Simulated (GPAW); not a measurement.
## HgTe (Coloradoite): single point with PBE

The system is HgTe (Coloradoite).

```
CELL_PARAMETERS angstrom
0.00000 3.21450 3.21450
3.21450 0.00000 3.21450
3.21450 3.21450 0.00000
ATOMIC_POSITIONS crystal
Hg 0.00000 0.00000 0.00000
Te 0.75000 0.75000 0.75000
```

| Quantity | Value |
| --- | --- |
| Program | GPAW 26.7.0 |
| Task | single point |
| Functional | PBE |
| Potentials or basis | GPAW PAW data sets (gpaw-data 1.2.1) |
| Cutoff | 600 eV |
| Basis | pw |
| k mesh | 9 × 9 × 9 |
| Occupations | fermi-dirac, width 0.05 eV |
| Spin | no spin polarisation |

| Quantity | Value |
| --- | --- |
| Pressure | 4.5 GPa |
| Band gap on the k mesh | none (metal or under the smearing width) |

Levels at points of the mesh, in eV from the Fermi level:
| k point | band 9 | band 10 | band 11 | band 12 | band 13 | band 14 |
| --- | --- | --- | --- | --- | --- | --- |
| (0.00, 0.00, 0.00) | -7.09 | -0.62 | -0.06 | -0.06 | -0.06 | 4.17 |

Run time: 35 s on 1 thread of Intel(R) Xeon(R) Platinum 8175M CPU @ 2.50GHz (Skylake/Cascade Lake), on a shared host, peak memory 0.19 GiB.

Spin-orbit coupling is left out, which matters for the levels of Hg, Te.
